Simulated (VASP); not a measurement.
Wanted: the native input for a VASP 6.6.1 run.

* Task: relaxation of cell and atoms
* Functional: r2SCAN
* Dispersion: rVV10
* Potentials or basis: VASP PAW PBE potentials, release 64 (Cu, O)
* Cutoff: 600 eV
* k mesh: 10 × 10 × 10
* Occupations: gaussian, width 0.05 eV
* Spin: no spin polarisation
* Further INCAR settings: ALGO = Normal; EDIFF = 1e-06; IBRION = 2; EDIFFG = -0.01; NSW = 40; ISIF = 3

The structure of CuO lies in POSCAR:

```
CuO
1.0
    0.0000000000      2.3272527300      2.3272527300
    2.3272527300      0.0000000000      2.3272527300
    2.3272527300      2.3272527300      0.0000000000
Cu O
1 1
Direct
    0.0000000000      0.0000000000      0.0000000000
    0.2500000000      0.2500000000      0.2500000000
```

Measurements of this composition are mostly on another form, of space group No. 15.

The input as run:

INCAR

```
  PREC = Accurate
  ENCUT = 600
  EDIFF = 1E-6
  ISMEAR = 0
  SIGMA = 0.05
  LREAL = False
  LASPH = True
  NELM = 80
  ALGO = Normal
  ISIF = 3
  LWAVE = False
  LCHARG = False
  METAGGA = R2SCAN
  LMIXTAU = True
  LUSE_VDW = True
  IVDW_NL = 2
  BPARAM = 11.95
  CPARAM = 0.0093
  IBRION = 2
  NSW = 40
  EDIFFG = -0.01
```

KPOINTS

```
Automatic mesh
0
Gamma
  10 10 10
```

Potentials or basis: VASP PAW PBE potentials, release 64 (Cu, O).

Command:

```console
$ cat potpaw_PBE.64/Cu/POTCAR potpaw_PBE.64/O/POTCAR > POTCAR
$ mpirun -np 1 vasp_std > vasp.out
```

It gave:

* Relaxed volume: 11.05 Å³/atom
* Relaxed cell: a = 3.150 Å, b = 3.150 Å, c = 3.150 Å, α = 60.00°, β = 60.00°, γ = 60.00°
* Space group after relaxing (to 0.05 Å): F-43m (No. 216)
* Energy gained by relaxing: 87.0 meV/atom
* Ionic steps: 3
* Pressure after relaxing: -0.1 GPa
* Band gap on the k mesh: none (metal or under the smearing width)

Caveat: the PAW data sets were made with another functional, which shifts forces and pressure a little; an odd number of electrons without spin polarisation forces a metal; a magnetic or distorted state may lie lower; the run has no spin polarisation, though such a crystal can be magnetic; semilocal functionals often make such compounds metallic where correlation or magnetic order opens a gap, which also shifts bond lengths.

Run time: 3.7 min on 1 thread of Intel(R) Xeon(R) Platinum 8488C (Sapphire Rapids), with other jobs on the host, peak memory 0.28 GiB.
